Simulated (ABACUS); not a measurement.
P in ABACUS: the effect of dispersion

The system is P.

```
CELL_PARAMETERS angstrom
1.64774 -5.46504 0.00000
1.64774 5.46504 0.00000
0.00000 0.00000 4.54364
ATOMIC_POSITIONS crystal
P 0.90414 0.09586 0.58882
P 0.09586 0.90414 0.41118
P 0.59586 0.40414 0.08882
P 0.40414 0.59586 0.91118
```

Alike in all runs:

* Program: ABACUS 3.10.1
* Task: equation of state
* Functional: PBEsol
* Potentials or basis: PseudoDojo NC SR 0.4.1 PBE standard
* Cutoff: 1361 eV
* Density cutoff: 5442 eV
* Basis: DZP LCAO (the cutoffs set its grid)
* k mesh: 6 × 6 × 4
* Occupations: fermi-dirac, width 0.05 eV
* Spin: no spin polarisation

```tsv
dispersion	V0 of scaled cells (Å³/atom)	B0 (GPa)
none	21.03	72
D3	?	?
D3(BJ)	20.44	77
D3(BJ)+ABC	20.50	76
```

Problem. What does the run with dispersion D3 give?

Solution. V0 of scaled cells 20.81 Å³/atom; B0 74 GPa.

Caveats: the atomic orbitals were generated for these runs and aren't a published set; the cell was scaled at fixed shape and fractional positions, which overstates the stiffness of a crystal with free parameters, most of all of layers and chains; the potentials were made for another functional, which shifts forces and pressure; the basis of atomic orbitals isn't converged, which shifts pressures, moduli and gaps.
